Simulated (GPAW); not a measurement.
Crystal: NiO.

```
Ni O
1.0
     0.00000    2.08590    2.08590
     2.08590    0.00000    2.08590
     2.08590    2.08590    0.00000
Ni O
1 1
Direct
  0.00000 0.00000 0.00000
  0.50000 0.50000 0.50000
```

Base run:

| Quantity | Value |
| --- | --- |
| Program | GPAW 26.7.0 |
| Functional | revPBE |
| Potentials or basis | the program's PAW data sets (release 1.2.1) made for this functional |
| Cutoff | 800 eV |
| Basis | pw |
| k mesh | 8 × 8 × 8 |
| Occupations | fermi-dirac, width 0.05 eV |
| Spin | collinear spin, ferromagnetic start |
| Starting moments | [1.0, 0.0] μB |

Its results: pressure 15.9 GPa; net moment 1.83 μB per cell; site moments Ni +1.52; O +0.22 μB.

Q: The run is repeated on the same cell with these changes: functional from revPBE to PBE; potentials or basis from the program's PAW data sets (release 1.2.1) made for this functional to PAW data sets generated in the run's folder for this functional. What comes out?

A: Pressure 10.5 GPa; net moment 1.79 μB per cell; site moments Ni +1.49; O +0.22 μB.

Caveats: the stock nickel data set gives pressures a few GPa off other programs; a cell with one magnetic atom can't hold antiferromagnetic order, which such compounds often take; so large a pressure means that the cell lies far from this level's equilibrium, or that cutoff or potentials fall short (some runs).

Not every run made on this cell is shown here.
